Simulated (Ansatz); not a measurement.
## Two inputs for TiO2

Cell: a COD entry, atoms as given.

Space group Pbcn (No. 60); a = 4.5150, b = 5.4970, c = 4.9390 Å.

```
site  Wyckoff  site symmetry       x       y       z
  Ti       4c            .2.  0.0000  0.1710  0.2500
   O       8d              1  0.2860  0.3760  0.4120
```

One atom of each set is listed.

Reference run. All values are calculated (Ansatz; DFT, PBE, plane waves and PAW (field gradients read without the response of the frozen cores, which leaves them typically 4 to 6 % off), scalar-relativistic, 420 eV cutoff, Γ-centred 5×5×5 k-points, Fermi–Dirac smearing 0.02 eV), not measured.

Question: The input is changed as follows: `crystal.lattice`: [[4.515, 0.0, 0.0], [0.0, 5.497, 0.0], [0.0, 0.0, 4.939]] → [[3.1605, 0.0, 0.0], [0.0, 3.8479, 0.0], [0.0, 0.0, 3.4573]]; `scf.max_iter`: not typed → 100. What happens to V_zz (10²¹ V/m²) and η?

Answer: 

| site | V_zz reference | η reference | V_zz changed | η changed |
| --- | --- | --- | --- | --- |
| Ti | 2.93 | 0.39 | -5.49 | 0.97 |
| O | -2.84 | 0.57 | -3.38 | 0.88 |

The largest change of V_zz along a kept axis is on O, from -2.84 to -3.38. The whole tensor moves most on Ti, by 4.45 along its most changed direction. In per cent, |V_zz| changes by +19 on O (all sites that start above 0.5, bar those whose gradient vanishes or changes sign or whose main axis turns by over 40°). Where |V_zz| stays above 0.1 and the axes keep their order, η moves most on O, from 0.57 to 0.88. On Ti the largest principal value lies along another axis in the second run, so the two V_zz can't be compared directly. At these positions the changed run has forces up to 10.1 eV/Å, so its atoms aren't at their own equilibrium. Its pressure is 2044 GPa, against 7 GPa in the reference run. SCF iterations: 6 and 8. The changed input holds a lattice far too small, so its numbers aren't properties of the crystal.

On the reference run: At this cell the PBE pressure is 7 GPa, so with PBE the cell would grow if it were relaxed. The largest force is 0.7 eV/Å, so the atoms aren't at the calculated equilibrium and relaxing them would move these values.
